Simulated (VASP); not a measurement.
# ZnGe2N2 (P1) in VASP: relaxation of cell and atoms with PBE

Aim: the relaxation of cell and atoms of ZnGe2N2 with PBE.

All numbers are computed with VASP 6.6.1; they aren't measurements. Logs are shortened: lines on timing, memory, paths and dates and some standing lists are left out, and cuts for length are marked.

## (1) Starting point

The typed cell holds 10 atoms: a = 6.072 Å, b = 3.137 Å, c = 8.137 Å, α = 89.17°, β = 91.13°, γ = 120.93°.

The cell was built by a generator and needn't be a form met in nature.

## (2) Relaxation of cell and atoms, PBE

INCAR reads:

```
  PREC = Normal
  ENCUT = 520
  EDIFF = 1E-5
  ISMEAR = 0
  SIGMA = 0.15
  LREAL = Auto
  LASPH = True
  NELM = 80
  ALGO = Fast
  ISIF = 3
  LWAVE = False
  LCHARG = False
  GGA = PE
  IBRION = 2
  NSW = 110
  EDIFFG = -0.03
  ISYM = 0
  KPAR = 4
```

KPOINTS reads:

```
Automatic mesh
0
Gamma
  8 8 3
```

POSCAR reads:

```
ZnGe2N2
1.0
    6.0703860000     -0.1075437700     -0.0607316800
   -1.5641643100      2.7188013600      0.0227332900
   -0.0787011400      0.0225960800      8.1362310400
Zn Ge N
2 4 4
Direct
    0.9638184100      0.0095621400      0.0151606400
    0.4803104200      0.0296585200      0.9901666100
    0.1185269900      0.5818644600      0.3694138100
    0.6449227500      0.6462515500      0.3513655400
    0.3384624200      0.3610333800      0.6328273200
    0.8473896000      0.3863886600      0.6515673500
    0.9808627700      0.9718249700      0.7371142400
    0.5264318200      0.0366144400      0.7514541200
    0.9914977000      0.9890772500      0.2340459600
    0.4952409500      0.9564047300      0.2407696800
```

Potentials or basis: VASP PAW PBE potentials, release 64 (Zn, Ge_d, N).

Launch:

```bash
cat potpaw_PBE.64/Zn/POTCAR potpaw_PBE.64/Ge_d/POTCAR potpaw_PBE.64/N/POTCAR > POTCAR
mpirun -np 4 vasp_std > vasp.out
```

OUTCAR:

```text
PREC = Normal
   ENCUT = 520
   EDIFF = 1E-5
   ISMEAR = 0
   LREAL = Auto
   LASPH = True
   NELM = 80
   ISIF = 3
   GGA = PE
   IBRION = 2
   NSW = 110
   EDIFFG = -0.03
   ISYM = 0

 ion  position               nearest neighbor table
   1  0.964  0.010  0.015-   9 1.79   7 2.27   2 2.97   2 2.97
   2  0.480  0.030  0.990-   8 1.97  10 2.05   1 2.97   1 2.97
   3  0.119  0.582  0.369-   9 1.95   9 2.09  10 2.24   6 2.73   5 2.77   4 2.87
   4  0.645  0.646  0.351-  10 1.85   9 2.05  10 2.08   5 2.81   3 2.87
   5  0.338  0.361  0.633-   7 2.06   8 2.06   8 2.10   3 2.77   4 2.81
   6  0.847  0.386  0.652-   7 1.73   8 1.87   7 1.97   3 2.73
   7  0.981  0.972  0.737-   6 1.73   6 1.97   5 2.06   1 2.27
   8  0.526  0.037  0.751-   6 1.87   2 1.97   5 2.06   5 2.10
   9  0.991  0.989  0.234-   1 1.79   3 1.95   4 2.05   3 2.09
  10  0.495  0.956  0.241-   4 1.85   2 2.05   4 2.08   3 2.24

IMPORTANT INFORMATION: All symmetrisations will be switched off!
NOSYMM: (Re-)initialisation of all symmetry stuff for point group C_1.

----------------------------------------------------------------------------------------

                                     Primitive cell

  volume of cell :     132.8994

  direct lattice vectors                    reciprocal lattice vectors
     6.070386000 -0.107543770 -0.060731680     0.166443870  0.095746239  0.001344091
    -1.564164310  2.718801360  0.022733290     0.006573611  0.371599131 -0.000968425
    -0.078701140  0.022596080  8.136231040     0.001224028 -0.000323595  0.122919770

  length of vectors
     6.071642297  3.136719246  8.136643042     0.192022683  0.371658532  0.122926290

  position of ions in fractional coordinates (direct lattice)
     0.963818410  0.009562140  0.015160640
     0.480310420  0.029658520  0.990166610
     0.118526990  0.581864460  0.369413810
     0.644922750  0.646251550  0.351365540
     0.338462420  0.361033380  0.632827320
     0.847389600  0.386388660  0.651567350
     0.980862770  0.971824970  0.737114240
     0.526431820  0.036614440  0.751454120
     0.991497700  0.989077250  0.234045960
     0.495240950  0.956404730  0.240769680

  ion indices of the primitive-cell ions
   primitive index   ion index
                 1           1
                 2           2
                 3           3
                 4           4
                 5           5
                 6           6
                 7           7
                 8           8
                 9           9
                10          10

----------------------------------------------------------------------------------------

 KPOINTS: Automatic mesh

Automatic generation of k-mesh.
 Grid dimensions read from file:
 generate k-points for:    8    8    3

 Generating k-lattice:

  Cartesian coordinates                     Fractional coordinates (reciprocal lattice)
     0.020805484  0.011968280  0.000168011     0.125000000  0.000000000  0.000000000
     0.000821701  0.046449891 -0.000121053     0.000000000  0.125000000 -0.000000000
     0.000408009 -0.000107865  0.040973257     0.000000000 -0.000000000  0.333333333

  Length of vectors
     0.024002835  0.046457317  0.040975430

  Shift w.r.t. Gamma in fractional coordinates (k-lattice)
     0.000000000  0.000000000  0.000000000

 Subroutine IBZKPT returns following result:
 ===========================================

 Found     98 irreducible k-points:

 Following reciprocal coordinates:
            Coordinates               Weight
  0.000000  0.000000  0.000000      1.000000
  0.125000 -0.000000  0.000000      2.000000
  0.250000 -0.000000  0.000000      2.000000
  0.375000 -0.000000  0.000000      2.000000
  0.500000 -0.000000  0.000000      1.000000
 -0.000000  0.125000 -0.000000      2.000000
[... 16 lines left out ...]
  0.125000  0.375000  0.000000      2.000000
  0.250000  0.375000 -0.000000      2.000000
 [... further k-points ...]
   k-points           NKPTS =     98   k-points in BZ     NKDIM =     98   number of bands    NBANDS=     60
   number of dos      NEDOS =    301   number of ions     NIONS =     10
   total plane-waves  NPLWV =  31104
   dimension x,y,z NGX =    36 NGY =   18 NGZ =   48
   dimension x,y,z NGXF=    72 NGYF=   36 NGZF=   96
   ions per type =               2   4   4
   NGX,Y,Z   is equivalent  to a cutoff of   9.86,  9.54,  9.81 a.u.
   NGXF,Y,Z  is equivalent  to a cutoff of  19.71, 19.08, 19.61 a.u.
 SYSTEM =  unknown system
   PREC   = normal    normal or accurate (medium, high low for compatibility)
   ISTART =      0    job   : 0-new  1-cont  2-samecut
   ICHARG =      2    charge: 1-file 2-atom 10-const
   ISPIN  =      1    spin polarized calculation?
   LNONCOLLINEAR =      F non collinear calculations
   LSORBIT =      F    spin-orbit coupling
   LASPH  =      T    aspherical Exc in radial PAW
   ENCUT  =  520.0 eV  38.22 Ry    6.18 a.u.  11.29  5.83 15.13*2*pi/ulx,y,z
   NELM   =     80;   NELMIN=  2; NELMDL= -5     # of ELM steps
   EDIFF  = 0.1E-04   stopping-criterion for ELM
   LREAL  =      T    real-space projection
   EDIFFG = -.3E-01   stopping-criterion for IOM
   NSW    =    110    number of steps for IOM
   IBRION =      2    ionic relax: 0-MD 1-quasi-New 2-CG
   NFREE  =      1    steps in history (QN), initial steepest desc. (CG)
   ISIF   =      3    stress and relaxation
   ISYM   =      0    0-nonsym 1-usesym 2-fastsym
   POTIM  = 0.5000    time-step for ionic-motion
   TEBEG  =    0.0;   TEEND  =   0.0 temperature during run
   PSTRESS=    0.0 pullay stress
   NELECT =     100.0000    total number of electrons
   NUPDOWN=      -1.0000    fix difference up-down
   EMIN   =  10.00;   EMAX   =-10.00  energy-range for DOS
   EFERMI =   0.00;   METHOD = LEGACY
   ISMEAR =     0;   SIGMA  =   0.15  broadening in eV -4-tet -1-fermi 0-gaus
   EFERMI_NEDOS =   21; number of points for ismear=-14 and -15
   IALGO  =     68    algorithm
   IMIX   =      4    mixing-type and parameters
     AMIX     =   0.40;   BMIX     =  1.00
     AMIX_MAG =   1.60;   BMIX_MAG =  1.00
  volume/ion in A,a.u.               =      13.29        89.68
  Fermi-wavevector in a.u.,A,eV,Ry     =   1.489020  2.813840 30.166575  2.217181
  Thomas-Fermi vector in A             =   2.601981
   LORBIT       =      0    0 simple, 1 ext, 2 COOP (PROOUT), +10 PAW based schemes
   GGA     = PE    functional components
   LHFCALC =     F    Hartree Fock is set to
   AEXX    =    0.0000 exact exchange contribution
   IVDW    =     0    specifies the selected vdW correction
   LEPSILON=     F    determine dielectric tensor
   LRPA    =     F    only Hartree local field effects (RPA)
 conjugate gradient relaxation of ions
 non-spin polarized calculation
 RMM-DIIS sequential band-by-band and
 Gauss-broadening in eV      SIGMA  =   0.15
  energy-cutoff  :      520.00
  volume of cell :      132.90
 maximum number of plane-waves:      3596
   NGX = 23   NGY = 11   NGZ = 31

--------------------------------------- Ionic step        1  -------------------------------------------

 number of electron     100.0000114 magnetization

 Free energy of the ion-electron system (eV)
  ---------------------------------------------------
  ext. energy  EPLUGINS =         0.00000000
  ---------------------------------------------------
  free energy    TOTEN  =       -49.85171656 eV

  energy without entropy =      -49.82878886  energy(sigma->0) =      -49.84025271

------------------------ aborting loop because EDIFF is reached ----------------------------------------

  FORCE on cell =-STRESS in cart. coord.  units (eV):
  Direction    XX          YY          ZZ          XY          YZ          ZX
  --------------------------------------------------------------------------------------
  -------------------------------------------------------------------------------------
  Total        5.4945658      5.0663391      3.9538872      1.9008350      1.4931603      1.3874508
  in kB       66.2401180     61.0776018     47.6663612     22.9156485     18.0008977     16.7265088
  external PRESSURE =      58.3280270 kB  Pullay stress =       0.0000000 kB
[... 113 lines left out ...]
  FREE ENERGIE OF THE ION-ELECTRON SYSTEM (eV)
  ---------------------------------------------------
  free  energy   TOTEN  =       -51.1777304687 eV

  energy  without entropy=      -51.1548217949  energy(sigma->0) =      -51.16627613

[... ionic steps 4 to 37 ...]

--------------------------------------- Ionic step       38  -------------------------------------------

 number of electron     100.0000022 magnetization

------------------------ aborting loop because EDIFF is reached ----------------------------------------

  FORCE on cell =-STRESS in cart. coord.  units (eV):
  Direction    XX          YY          ZZ          XY          YZ          ZX
  --------------------------------------------------------------------------------------
  -------------------------------------------------------------------------------------
  Total        0.0293604      0.0852069      0.0403823     -0.0432185      0.0194391      0.0278535
  in kB        0.3479722      1.0098508      0.4786003     -0.5122148      0.2303868      0.3301130
  external PRESSURE =       0.6121411 kB  Pullay stress =       0.0000000 kB
[... 73 lines left out ...]
  energy  without entropy=      -51.7088993059  energy(sigma->0) =      -51.71799931

--------------------------------------- Ionic step       40  -------------------------------------------

 number of electron     100.0000023 magnetization

 Free energy of the ion-electron system (eV)
  ---------------------------------------------------
  ext. energy  EPLUGINS =         0.00000000
  ---------------------------------------------------
  free energy    TOTEN  =       -51.72731579 eV

  energy without entropy =      -51.70916134  energy(sigma->0) =      -51.71823856

 E-fermi :   5.9771     XC(G=0): -11.2453

 val. band max:        5.9708669245   @ k =  -0.3750  -0.3750   0.3333
 cond. band min:       6.0299622222   @ k =  -0.1250   0.0000   0.3333
 fundamental gap:      0.0590952977
 Fermi energy:         5.9770833736

 k-point     1 :       0.0000    0.0000    0.0000
  band No.  band energies     occupation
      1     -19.3749      2.00000
      2     -19.3520      2.00000
      3     -19.3062      2.00000
      4     -19.3002      2.00000
      5     -19.2915      2.00000
      6     -19.2915      2.00000
[... 1501 lines left out ...]
     59      10.7266      0.00000
     60      11.0579      0.00000

 [... further k-points ...]
[... 5 lines left out ...]
  --------------------------------------------------------------------------------------
  -------------------------------------------------------------------------------------
  Total       -0.0475739      0.0627613     -0.0509255     -0.0262251      0.0523217      0.0038841
  in kB       -0.5635807      0.7434969     -0.6032844     -0.3106736      0.6198248      0.0460129
  external PRESSURE =      -0.1411228 kB  Pullay stress =       0.0000000 kB
[... 25 lines left out ...]
  FREE ENERGIE OF THE ION-ELECTRON SYSTEM (eV)
  ---------------------------------------------------
  free  energy   TOTEN  =       -51.7273157874 eV

  energy  without entropy=      -51.7091613362  energy(sigma->0) =      -51.71823856

 reached required accuracy - stopping structural energy minimisation
```

Wall time 25 min (4 MPI ranks of Intel Xeon 6975P-C (Granite Rapids), shared host); peak memory 0.51 GiB.

Results:

* Free energy: -51.7273 eV
* Relaxed volume: 13.52 Å³/atom
* Relaxed cell: a = 6.262 Å, b = 3.107 Å, c = 8.008 Å, α = 90.01°, β = 90.06°, γ = 119.76°
* Space group after relaxing (to 0.05 Å): P2_1/m (No. 11)
* Energy gained by relaxing: 187.6 meV/atom
* Ionic steps: 40
* Pressure after relaxing: 0.0 GPa
* Largest force after relaxing: 0.021 eV/Å
* Band gap on the k mesh: none (metal or under the smearing width)

Forces in eV/Å, atoms in the order of the input:
```
Zn  -0.007 -0.007 -0.007
Zn   0.015  0.006  0.000
Ge  -0.016 -0.002 -0.014
Ge   0.002  0.004 -0.008
Ge   0.017  0.001  0.011
Ge   0.002 -0.001  0.008
N    0.002  0.010  0.002
N   -0.009  0.007 -0.004
N   -0.002 -0.008  0.009
N   -0.005 -0.010  0.004
```

Stress tensor (GPa, compression positive):
```
-0.06 -0.03  0.00
-0.03  0.07  0.06
 0.00  0.06 -0.06
```

The path:
| step | energy change (eV) | largest force (eV/Å) | pressure (GPa) | volume (Å³) |
| --- | --- | --- | --- | --- |
| 1 | 0.0000 | 4.9124 | 5.83 | 132.90 |
| 2 | -1.2449 | 1.3421 | -4.70 | 142.40 |
| 3 | -1.3260 | 1.5698 | -3.09 | 139.70 |
| 4 | -1.5991 | 0.5854 | 0.47 | 135.41 |
| 5 | -1.6020 | 0.6828 | 0.45 | 135.01 |
| 6 | -1.6565 | 0.3354 | 0.11 | 135.21 |
| 7 | -1.6605 | 0.3490 | -0.09 | 135.28 |
| 8 | -1.6817 | 0.3423 | -0.02 | 135.19 |
| 9 | -1.6992 | 0.3464 | 0.05 | 135.04 |
| 10 | -1.7190 | 0.3508 | 0.05 | 135.04 |
| 11 | -1.7436 | 0.3488 | 0.23 | 135.04 |
| 12 | -1.7499 | 0.4796 | 0.35 | 135.03 |
| 13 | -1.7543 | 0.3727 | 0.28 | 135.04 |
| 14 | -1.7678 | 0.3431 | 0.25 | 135.19 |
| 15 | -1.7969 | 0.3910 | -0.32 | 135.67 |
| 16 | -1.7694 | 0.4948 | -1.11 | 136.63 |
| 17 | -1.8029 | 0.3986 | -0.67 | 135.91 |
| 18 | -1.8283 | 0.3432 | -0.03 | 135.34 |
| 19 | -1.8418 | 0.2715 | 0.70 | 134.62 |
| 20 | -1.8541 | 0.1780 | -0.18 | 135.37 |
| 21 | -1.8562 | 0.1521 | -0.26 | 135.69 |
| 22 | -1.8541 | 0.2248 | -0.70 | 136.34 |
| 23 | -1.8564 | 0.1534 | -0.65 | 135.89 |
| 24 | -1.8629 | 0.1550 | -0.50 | 135.37 |
| 25 | -1.8634 | 0.1620 | 0.00 | 134.93 |
| 26 | -1.8637 | 0.1638 | 0.33 | 135.01 |
| 27 | -1.8675 | 0.1369 | 0.34 | 135.30 |
| 28 | -1.8680 | 0.1236 | -0.30 | 135.50 |
| 29 | -1.8681 | 0.1311 | -0.16 | 135.44 |
| 30 | -1.8712 | 0.0932 | 0.15 | 135.24 |
| 31 | -1.8723 | 0.0757 | 0.20 | 135.11 |
| 32 | -1.8721 | 0.1134 | 0.15 | 134.85 |
| 33 | -1.8726 | 0.0768 | 0.19 | 135.00 |
| 34 | -1.8747 | 0.0737 | 0.15 | 135.28 |
| 35 | -1.8745 | 0.1051 | -0.33 | 135.43 |
| 36 | -1.8747 | 0.0817 | -0.12 | 135.34 |
| 37 | -1.8754 | 0.0347 | 0.17 | 135.16 |
| 38 | -1.8754 | 0.0349 | 0.06 | 135.18 |
| 39 | -1.8754 | 0.0327 | 0.05 | 135.17 |
| 40 | -1.8756 | 0.0214 | -0.01 | 135.25 |

Final structure:
```xyz
10
Lattice="6.2617 0.0262 -0.0035 -1.5536 2.6908 0.0001 -0.0036 -0.0040 8.0076" Properties=species:S:1:pos:R:3 pbc="T T T"
Zn    4.3542    2.5400    7.9898
Zn    3.3444    0.1639    7.9794
Ge   -0.0620    1.7879    2.8361
Ge    3.0499    1.7910    2.8485
Ge    1.5045    0.8946    5.1293
Ge    4.6546    0.9179    5.1109
N     6.2227    0.0284    5.9911
N     1.5045    2.6872    5.9765
N     4.6475    2.7126    1.9839
N     1.4818    2.6801    1.9692
```

Levels at points of the mesh, in eV from the Fermi level:
```
           k point  band 48  band 49  band 50  band 51  band 52  band 53
(0.00, 0.00, 0.00)    -2.67    -1.76    -0.11     0.14     1.78     2.31
(0.50, 0.00, 0.00)    -3.28    -0.65     0.35     1.14     1.68     2.49
(0.00, 0.50, 0.00)    -3.77    -1.80    -1.79     0.40     0.40     2.13
(0.50, 0.50, 0.00)    -2.73    -0.99    -0.99    -0.14    -0.14     3.11
```
